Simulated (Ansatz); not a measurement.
Wanted: the native input for an Ansatz 0.2.0 run.

| Quantity | Value |
| --- | --- |
| Task | single point |
| Functional | PBE |
| Dispersion | D3(BJ) |
| Potentials or basis | PseudoDojo standard (PBE files) |
| Cutoff | 1306 eV |
| Density cutoff | 5225 eV |
| k mesh | 10 × 10 × 10 |
| Occupations | methfessel-paxton, width 0.1 eV |
| Spin | collinear spin, ferromagnetic start |
| Starting moments | [2.0, 0.0] μB |
| Hubbard terms | Co d U = 4 eV |
| Double counting | amf |
| Hubbard projectors | ortho-atomic (the default) |

The system is CoO.

```
Co O
1.0
     1.61311    0.93255    2.54682
    -1.61605    0.95512    2.54052
     0.01807   -1.84111    2.52689
Co O
1 1
Direct
  0.99898 0.99898 0.99898
  0.75102 0.75102 0.75102
```

The cell comes from a database or a generator and needn't be the stable form of this composition.

The cell isn't the ideal one: cell strained at random at fixed volume.

These files were run (other wordings do the same):

input.yaml

```yaml
crystal:
  lattice:
    - [1.613106, 0.932549, 2.546815]
    - [-1.616053, 0.955115, 2.540521]
    - [0.018069, -1.841111, 2.526888]
  atoms:
    - { symbol: Co, position: [0.99897832, 0.99897832, 0.99897832], spin: 2.0 }
    - { symbol: O, position: [0.75102103, 0.75102103, 0.75102103] }
hamiltonian:
  xc: pbe
  pseudopotentials: { kind: nc, accuracy: standard }
  dispersion: d3bj
  hubbard: { sites: [{ species: Co, l: d, u_eff: 4.0 }], double_counting: amf }
magnetization:
  spin_polarized: true
kpoints:
  mp_grid: { grid: [10, 10, 10] }
scf:
  occupations: { method: methfessel_paxton, width: 0.1 }
output:
  forces: true
  stress: true
  eigenvalues: true
```

Potentials or basis: PseudoDojo standard (PBE files).

The run is started by

```bash
$ ansatz run input.yaml --threads 1 --pin off --max-ram 2560MiB --backend cpu --events-out ev --progress --plain --runs-dir out
```

It gave:

- Pressure: 10.9 GPa
- Largest force: 0.699 eV/Å
- Band gap on the k mesh: 0.09 eV, indirect (least direct gap 0.18 eV)
- Net moment: 3.00 μB per cell
- Absolute moment: 3.00 μB per cell
- Site moments: Co +2.40; O +0.21 μB

Caveat: the magnetic or orbital state may not be the lowest; a cell with one magnetic atom can't hold antiferromagnetic order, which such compounds often take.

It took 2.1 min on 1 thread of Intel(R) Xeon(R) 6975P-C (Granite Rapids), with other jobs on the host, peak memory 1.8 GiB.
